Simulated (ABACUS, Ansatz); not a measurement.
Cost and result for the band gap of GaN

```
Ga N
1.0
     0.00000    2.25350    2.25350
     2.25350    0.00000    2.25350
     2.25350    2.25350    0.00000
Ga N
1 1
Direct
  0.00000 0.00000 0.00000
  0.25000 0.25000 0.25000
```

| rung | level | program and potentials | cutoff (eV) | k mesh | task | spin | core time | chip | band gap (eV) | miss (eV) | notes |
| --- | --- | --- | --- | --- | --- | --- | --- | --- | --- | --- | --- |
| GGA | revPBE | Ansatz, Ansatz PAW | 420 | 10 × 10 × 10 | band structure | off | 6.7 s | Intel Xeon Skylake/Cascade Lake | (a) | ? | potentials made for PBE, which Ansatz adapts in part |
| LDA | LDA | Ansatz, Ansatz PAW | 420 | 7 × 7 × 7 | band structure | SOC, no magnetisation | 16 s | Intel Xeon Skylake/Cascade Lake | 1.73 | -1.57 | potentials made for PBE, which Ansatz adapts in part |
| GGA | PBE | ABACUS, PseudoDojo NC SR 0.4.1 PBE standard, plane waves | 1143 | 10 × 10 × 10 | single point | off | 18 s | Intel Xeon 6975P-C Granite Rapids | 1.76 | -1.54 | - |
| GGA | PBEsol | Ansatz, Ansatz PAW | 420 | 10 × 10 × 10 | Born charges and dielectric tensor | off | 44 s | Arm Neoverse V1 | 1.66 | -1.64 | potentials made for PBE, which Ansatz adapts in part |
| meta-GGA | r2SCAN | Ansatz, Ansatz PAW | 500 | 7 × 7 × 7 | band structure | SOC, no magnetisation | 45 s | Intel Xeon Skylake/Cascade Lake | 2.12 | -1.18 | potentials made for PBE, which Ansatz adapts in part |
| hybrid | PBE0 | Ansatz, Ansatz PAW | 420 | 4 × 4 × 4 | single point | SOC, no magnetisation | 98 s | Intel Xeon Skylake/Cascade Lake | 3.71 | +0.41 | coarse mesh; potentials made for PBE, which Ansatz adapts in part |
| hybrid | B3LYP5 | Ansatz, Ansatz PAW | 420 | 6 × 6 × 6 | band structure | off | 2.9 min | AMD EPYC 7B13 Zen 3 | 3.38 | +0.08 | coarse mesh; potentials made for PBE, which Ansatz adapts in part |
| hybrid | B3LYP | Ansatz, Ansatz PAW | 420 | 6 × 6 × 6 | band structure | off | 3.8 min | Arm Neoverse V1 | 3.38 | +0.08 | coarse mesh; potentials made for PBE, which Ansatz adapts in part |
| hybrid | HSE06 | Ansatz, Ansatz PAW | 420 | 5 × 5 × 5 | band structure | off | 5.4 min | Intel Xeon Skylake/Cascade Lake | 2.97 | -0.33 | coarse mesh; potentials made for PBE, which Ansatz adapts in part |

Times are single runs on shared hosts and different chips, so they are rough; meshes, cutoffs and the tasks' sizes weigh on the time. Gaps are the least found on the k mesh or the band path, and a mesh can miss the band edges. Meshes differ between rows, which moves values too. All levels ran on this one cell, unrelaxed unless noted. Meshes are those of the run's cell of 2 atoms unless a note names another. Misses use the values as printed. Runs on faulty files, with rough fits or with known faults for this quantity aren't shown.

Measured: 3.3 eV (a printed reference work). The runs are for a static lattice.

**Question.** Estimate the value left out from the other rows.

**Answer.** (a) 1.74 eV, miss -1.56.
